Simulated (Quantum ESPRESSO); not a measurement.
Input of a Quantum ESPRESSO 7.5 run:

Contents of pw.in:

```
&CONTROL
  calculation = 'scf'
  prefix = 'pwscf'
  outdir = './tmp'
  pseudo_dir = './pseudo'
  tprnfor = .true.
  tstress = .true.
  disk_io = 'low'
/
&SYSTEM
  ibrav = 0
  nat = 2
  ntyp = 2
  ecutwfc = 56
  ecutrho = 448
  nbnd = 18
  occupations = 'smearing'
  smearing = 'mv'
  degauss = 0.01469973
/
&ELECTRONS
  conv_thr = 4d-10
  electron_maxstep = 120
  mixing_beta = 0.3
/
ATOMIC_SPECIES
W    183.8400 w_pbe_v1.2.uspp.F.UPF
C     12.0110 c_pbe_v1.2.uspp.F.UPF
CELL_PARAMETERS angstrom
   0.0000000000    2.1926840000    2.1926840000
   2.1926840000    0.0000000000    2.1926840000
   2.1926840000    2.1926840000    0.0000000000
ATOMIC_POSITIONS angstrom
W      0.0000000000    0.0000000000    0.0000000000
C      2.1926840000    2.1926840000    2.1926840000
K_POINTS automatic
8 8 8 0 0 0
HUBBARD {ortho-atomic}
U W-5d 6.0
```

File scf2.in:

```
&CONTROL
  calculation = 'scf'
  prefix = 'pwscf'
  outdir = './tmp'
  pseudo_dir = './pseudo'
  tprnfor = .true.
  tstress = .true.
  disk_io = 'low'
/
&SYSTEM
  ibrav = 0
  nat = 2
  ntyp = 2
  ecutwfc = 56
  ecutrho = 448
  nbnd = 18
  occupations = 'smearing'
  smearing = 'mv'
  degauss = 0.01469973
/
&ELECTRONS
  conv_thr = 1d-13
  electron_maxstep = 120
  mixing_beta = 0.3
  startingpot = 'file'
  startingwfc = 'file'
/
ATOMIC_SPECIES
W    183.8400 w_pbe_v1.2.uspp.F.UPF
C     12.0110 c_pbe_v1.2.uspp.F.UPF
CELL_PARAMETERS angstrom
   0.0000000000    2.1926840000    2.1926840000
   2.1926840000    0.0000000000    2.1926840000
   2.1926840000    2.1926840000    0.0000000000
ATOMIC_POSITIONS angstrom
W      0.0000000000    0.0000000000    0.0000000000
C      2.1926840000    2.1926840000    2.1926840000
K_POINTS automatic
8 8 8 0 0 0
HUBBARD {ortho-atomic}
U W-5d 6.0
```

The input hp.in:

```
&INPUTHP
  prefix = 'pwscf'
  outdir = './tmp'
  nq1 = 2
  nq2 = 2
  nq3 = 2
  conv_thr_chi = 1d-06
  niter_max = 80
  iverbosity = 1
  alpha_mix(1) = 0.15
/
```

Potentials or basis: GBRV 1.5 PBE.

Launch:

```sh
$ OMP_NUM_THREADS=1 pw.x -in pw.in > pw.out
$ OMP_NUM_THREADS=1 pw.x -in scf2.in > scf2.out
$ OMP_NUM_THREADS=1 hp.x -in hp.in > hp.out
```

Problem. Estimate the Hubbard U from linear response.

Solution. 3.33 eV.

Problem. What does it give for the band gap on the k mesh?

Solution. None (metal or under the smearing width).

Hubbard U from linear response:
```csv
site,manifold,U (eV)
1,W-5d,3.33
```
On the first site the bare response is -0.979 and the screened one -0.226 eV⁻¹.

Caveat: U without spin polarisation on a metal has little footing; the U is typed as a test and isn't derived for this compound. Spin-orbit coupling is left out, which matters for the levels of W.
